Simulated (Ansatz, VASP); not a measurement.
# Cross-check of SiC (Moissanite 3C) between VASP and Ansatz

Wanted: the spread between two codes on one cell, functional and k mesh.

Method: plane waves, with VASP 6.6.1 beside it; G0W0 gap at PBE, in Ansatz 0.2.0.

**1. Set-up**

It takes space group F-43m (No. 216, cubic). The conventional cell has a = 4.358 Å, b = 4.358 Å, c = 4.358 Å, α = 90.00°, β = 90.00°, γ = 90.00°. Si has 4 C at 1.89 Å nearest. Nearest to C lie 4 Si at 1.89 Å. Farther neighbours are not listed.

**2. VASP: G0W0 gap, PBE**

Quasiparticle shifts depend on high empty states and on the cores, so they are the hardest test of two PAW sets.

Lines of VASP's logs that name or quote its potential files are left out, and so is its time.

The run reads the wave functions of an earlier VASP run, which isn't shown here.

Contents of INCAR:

```
SYSTEM = SiC
PREC = Accurate
ENCUT = 440
ISMEAR = 0
SIGMA = 0.01
LREAL = .FALSE.
GGA = PE
NBANDS = 64
ALGO = EVGW0
NELMGW = 1
ENCUTGW = 120
NOMEGA = 64
PRECFOCK = Fast
NBANDSGW = 16
LWAVE = .FALSE.
LCHARG = .FALSE.
```

Contents of POSCAR:

```
SiC
1.0
    0.0000000000      2.1790000000      2.1790000000
    2.1790000000      0.0000000000      2.1790000000
    2.1790000000      2.1790000000      0.0000000000
Si C
1 1
Direct
    0.0000000000      0.0000000000      0.0000000000
    0.7500000000      0.7500000000      0.7500000000
```

Contents of KPOINTS:

```
Automatic mesh
0
Gamma
4 4 4
0 0 0
```

Potentials, in the order of the species: Si_GW and C_GW (PBE family, release 64).

Launch:

```bash
> mpirun -np 8 vasp_std
```

Numbers of over 12 decimals in the logs are rounded to 6 here.

Output:

```text
[banner, memory and clock lines left out]
running    8 mpi-ranks, on    1 nodes
 distrk:  each k-point on    8 cores,    1 groups
 distr:  one band on    1 cores,    8 groups

 POSCAR found type information on POSCAR SiC
 POSCAR found :  2 types and       2 ions
|                                                                             |
|           W    W    AA    RRRRR   N    N  II  N    N   GGGG   !!!           |
|           W    W   A  A   R    R  NN   N  II  NN   N  G    G  !!!           |
|           W    W  A    A  R    R  N N  N  II  N N  N  G       !!!           |
|           W WW W  AAAAAA  RRRRR   N  N N  II  N  N N  G  GGG   !            |
|           WW  WW  A    A  R   R   N   NN  II  N   NN  G    G                |
|           W    W  A    A  R    R  N    N  II  N    N   GGGG   !!!           |
|                                                                             |
|     For optimal performance we recommend to set                             |
|       NCORE = 2 up to number-of-cores-per-socket                            |
|     NCORE specifies how many cores store one orbital (NPAR=cpu/NCORE).      |
|     This setting can greatly improve the performance of VASP for DFT.       |
|     The default, NCORE=1 might be grossly inefficient on modern             |
|     multi-core architectures or massively parallel machines. Do your        |
|     Unfortunately you need to use the default for GW and RPA                |
|     calculations (for HF NCORE is supported but not extensively tested      |
|     yet).                                                                   |
|                                                                             |

|                                                                             |
|           W    W    AA    RRRRR   N    N  II  N    N   GGGG   !!!           |
|           W    W   A  A   R    R  NN   N  II  NN   N  G    G  !!!           |
|           W    W  A    A  R    R  N N  N  II  N N  N  G       !!!           |
|           W WW W  AAAAAA  RRRRR   N  N N  II  N  N N  G  GGG   !            |
|           WW  WW  A    A  R   R   N   NN  II  N   NN  G    G                |
|           W    W  A    A  R    R  N    N  II  N    N   GGGG   !!!           |
|                                                                             |
|     The default for ENCUTGWSOFT is different in this version of VASP.       |
|     please manually set ENCUTGWSOFT =120 in the INCAR file.                 |
|                                                                             |

 LDA part: xc-table for (Slater+PW92), standard interpolation
 found WAVECAR, reading the header
 POSCAR, INCAR and KPOINTS ok, starting setup
 FFT: planning ... GRIDC
 FFT: planning ... GRID_SOFT
 FFT: planning ... GRID
 reading WAVECAR
 the WAVECAR file was read successfully
 initial charge from wavefunction
 available memory per node:     59.75 GB, setting MAXMEM to     61179

 The Fermi energy was updated, please check that it is located mid-gap
 values below the HOMO (VB) or above the LUMO (CB) will cause erroneous energies
 E-fermi :   8.4853

 calculate exact exchange contribution
 the WAVEDER file was read successfully
energies w=
    0.000    0.000    0.588    0.000    1.174    0.000    1.758    0.000
    2.338    0.000    2.913    0.000    3.482    0.000    4.045    0.000
    4.600    0.000    5.148    0.000    5.688    0.000    6.221    0.000
    6.747    0.000    7.265    0.000    7.777    0.000    8.283    0.000
    8.784    0.000    9.280    0.000    9.772    0.000   10.262    0.000
   10.750    0.000   11.238    0.000   11.725    0.000   12.214    0.000
   12.706    0.000   13.202    0.000   13.704    0.000   14.212    0.000
   14.728    0.000   15.255    0.000   15.794    0.000   16.347    0.000
   16.916    0.000   17.503    0.000   18.113    0.000   18.746    0.000
   19.408    0.000   20.102    0.000   20.832    0.000   21.604    0.000
   22.422    0.000   23.297    0.000   24.233    0.000   25.242    0.000
   26.335    0.000   27.526    0.000   28.831    0.000   30.272    0.000
   31.874    0.000   33.668    0.000   35.696    0.000   38.009    0.000
   40.675    0.000   43.786    0.000   47.466    0.000   51.887    0.000
   57.300    0.000   64.078    0.000   72.809    0.000   84.467    0.000
  100.795    0.000  125.262    0.000  165.877    0.000  246.270    0.000
 responsefunction array rank=      72
 LDA part: xc-table for (Slater+PW92), standard interpolation

 min. memory requirement per mpi rank     56.5 MB, per node    451.9 MB

 allocating   8 responsefunctions rank=    72
 shmem allocating  64 responsefunctions rank=    72
 response function shared by NCSHMEM nodes    1
 Doing            8  frequencies on each core in blocks of           64
NQ=   1    0.0000    0.0000    0.0000,
|.........|.........|.........|.........|.........|.........|.........|.........
 performed         47000 updates of chi_q(r,r)
 total number of BLAS operations          1.31 Gflops
NQ=   2    0.2500    0.0000    0.0000,
|.........|.........|.........|.........|.........|.........|.........|.........
 performed        151000 updates of chi_q(r,r)
 total number of BLAS operations          4.42 Gflops
NQ=   3    0.5000    0.0000    0.0000,
|.........|.........|.........|.........|.........|.........|.........|.........
 performed        239000 updates of chi_q(r,r)
 total number of BLAS operations          7.87 Gflops
NQ=   4    0.2500    0.2500    0.0000,
|.........|.........|.........|.........|.........|.........|.........|.........
 performed        343000 updates of chi_q(r,r)
 total number of BLAS operations         10.88 Gflops
NQ=   5    0.5000    0.2500    0.0000,
|.........|.........|.........|.........|.........|.........|.........|.........
 performed        492000 updates of chi_q(r,r)
 total number of BLAS operations         15.04 Gflops
NQ=   6   -0.2500    0.2500    0.0000,
|.........|.........|.........|.........|.........|.........|.........|.........
 performed        625000 updates of chi_q(r,r)
 total number of BLAS operations         18.75 Gflops
NQ=   7    0.5000    0.5000    0.0000,
|.........|.........|.........|.........|.........|.........|.........|.........
 performed        700000 updates of chi_q(r,r)
 total number of BLAS operations         21.23 Gflops
NQ=   8   -0.2500    0.5000    0.2500,
|.........|.........|.........|.........|.........|.........|.........|.........
 performed        800000 updates of chi_q(r,r)
 total number of BLAS operations         23.75 Gflops
 resolving degeneracies of screened two electron integrals

 calculate QP shifts <psi_nk| G(iteration)W_0 |psi_nk>: iteration 1
 entering main loop
```

OUTCAR, selected parts (step 2):

```text
ion  position               nearest neighbor table
   1  0.000  0.000  0.000-   2 1.89   2 1.89   2 1.89   2 1.89
   2  0.750  0.750  0.750-   1 1.89   1 1.89   1 1.89   1 1.89

  LATTYP: Found a face centered cubic cell.
 ALAT       =     4.3580000000

 Subroutine GETGRP returns: Found 24 space group operations
 (whereof 24 operations were pure point group operations)

The static configuration has the point symmetry T_d .

 Found      8 irreducible k-points:

   k-points           NKPTS =      8   k-points in BZ     NKDIM =     64   number of bands    NBANDS=     64

   dimension x,y,z NGX =    24 NGY =   24 NGZ =   24
   dimension x,y,z NGXF=    48 NGYF=   48 NGZF=   48

   ENCUT  =  440.0 eV  32.34 Ry    5.69 a.u.   5.27  5.27  5.27*2*pi/ulx,y,z

   NELECT =       8.0000    total number of electrons

  energy-cutoff  :      440.00
  volume of cell :       20.69
      direct lattice vectors                 reciprocal lattice vectors
     0.000000000  2.179000000  2.179000000    -0.229463056  0.229463056  0.229463056
     2.179000000  0.000000000  2.179000000     0.229463056 -0.229463056  0.229463056
     2.179000000  2.179000000  0.000000000     0.229463056  0.229463056 -0.229463056

 k-points in reciprocal lattice and weights: Automatic mesh
   0.00000000  0.00000000  0.00000000       0.016
   0.25000000  0.00000000  0.00000000       0.125
   0.50000000  0.00000000  0.00000000       0.062
   0.25000000  0.25000000  0.00000000       0.094
   0.50000000  0.25000000  0.00000000       0.375
  -0.25000000  0.25000000  0.00000000       0.188
   0.50000000  0.50000000  0.00000000       0.047
  -0.25000000  0.50000000  0.25000000       0.094

 E-fermi :   8.4853

 QP shifts <psi_nk| G(iteration)W_0 |psi_nk>: iteration 1
 for sc-GW calculations column KS-energies equals QP-energies in previous step
 and V_xc(KS)=  KS-energies - (<T + V_ion + V_H > + <T+V_H+V_ion>^1  + <V_x>^1)
 k-point   1 :       0.0000    0.0000    0.0000
  band No.  KS-energies  QP-energies   sigma(KS)   V_xc(KS)     V^pw_x(r,r')   Z            occupation Imag(sigma)
      1      -7.6052      -8.5852     -14.0940     -12.7265     -21.6694       0.7167       2.0000       1.3650
      2       7.8330       7.3887     -15.3729     -14.8099     -17.6306       0.7890       2.0000       0.0533
      3       7.8330       7.3887     -15.3729     -14.8099     -17.6306       0.7890       2.0000       0.0533
      4       7.8330       7.3887     -15.3729     -14.8099     -17.6306       0.7890       2.0000       0.0533
      5      14.0455      14.6556     -12.3862     -13.1703      -7.2241       0.7781       0.0000      -0.0969
      6      15.0840      15.6918     -10.7644     -11.5318      -5.6658       0.7921       0.0000      -0.0936
      7      15.0840      15.6918     -10.7644     -11.5318      -5.6658       0.7921       0.0000      -0.0936
      8      15.0840      15.6918     -10.7644     -11.5318      -5.6658       0.7921       0.0000      -0.0936
    ...

 k-point   2 :       0.2500    0.0000    0.0000
  band No.  KS-energies  QP-energies   sigma(KS)   V_xc(KS)     V^pw_x(r,r')   Z            occupation Imag(sigma)
      1      -6.4081      -7.3457     -14.1859     -12.9135     -21.4586       0.7369       2.0000       1.1817
      2       3.5166       2.7841     -14.3298     -13.3641     -17.6448       0.7585       2.0000       0.1107
      3       7.2205       6.7202     -15.1717     -14.5340     -17.5387       0.7845       2.0000       0.0550
      4       7.2205       6.7202     -15.1717     -14.5340     -17.5387       0.7845       2.0000       0.0550
      5      13.7808      14.3484     -11.3941     -12.1100      -6.4492       0.7927       0.0000      -0.0854
      6      15.6876      16.3070     -10.7448     -11.5303      -5.4737       0.7885       0.0000      -0.1055
      7      15.6876      16.3070     -10.7448     -11.5303      -5.4737       0.7885       0.0000      -0.1055
      8      17.1678      17.9155     -12.2037     -13.1811      -6.4113       0.7650       0.0000      -0.1667
    ...

 k-point   3 :       0.5000    0.0000    0.0000
  band No.  KS-energies  QP-energies   sigma(KS)   V_xc(KS)     V^pw_x(r,r')   Z            occupation Imag(sigma)
      1      -4.0289      -4.8722     -14.9321     -13.7847     -21.6759       0.7350       2.0000       0.8424
      2      -0.7434      -1.6285     -13.2397     -12.0363     -17.8731       0.7355       2.0000       0.3283
      3       6.7714       6.2274     -15.1196     -14.4254     -17.6270       0.7837       2.0000       0.0582
      4       6.7714       6.2274     -15.1196     -14.4254     -17.6270       0.7837       2.0000       0.0582
      5      13.2254      13.7915     -11.4891     -12.2013      -6.6775       0.7948       0.0000      -0.0786
      6      15.0043      15.5545     -10.3797     -11.0722      -5.2818       0.7946       0.0000      -0.0945
      7      15.0043      15.5545     -10.3797     -11.0722      -5.2818       0.7946       0.0000      -0.0945
      8      17.8614      18.4006     -11.0714     -11.7845      -4.8984       0.7561       0.0000      -0.2125
    ...

 k-point   4 :       0.2500    0.2500    0.0000
  band No.  KS-energies  QP-energies   sigma(KS)   V_xc(KS)     V^pw_x(r,r')   Z            occupation Imag(sigma)
      1      -6.0055      -6.9322     -14.2500     -12.9721     -21.3787       0.7252       2.0000       1.0944
      2       4.4723       3.8123     -15.0050     -14.1433     -18.1465       0.7658       2.0000       0.0901
      3       5.8836       5.2592     -14.6679     -13.8663     -17.3184       0.7789       2.0000       0.0642
      4       5.8836       5.2592     -14.6679     -13.8663     -17.3184       0.7789       2.0000       0.0642
      5      11.8334      12.2160     -10.3181     -10.7952      -5.7061       0.8020       0.0000      -0.0730
      6      14.1305      14.6664     -10.6169     -11.2861      -5.7367       0.8009       0.0000      -0.0837
      7      18.3748      19.1335     -11.5289     -12.5221      -5.5824       0.7639       0.0000      -0.1763
      8      18.3748      19.1335     -11.5289     -12.5221      -5.5824       0.7639       0.0000      -0.1763
    ...

[... 4 further parts left out ...]
```

(Continued in part 2 of 2.)

[Lines on the potential files, build, host, timing and source positions are cut from VASP's logs without a mark.]

[Logs are printed without paths, hosts, clocks, repeated set-up lines and the standing remarks that a program may print on its own settings, such as how far it seeks lower states.]

[Hosts, paths, dates, database ids (printed as entryN), source tags and the programs' standing remarks are cut or masked in the printed files.]
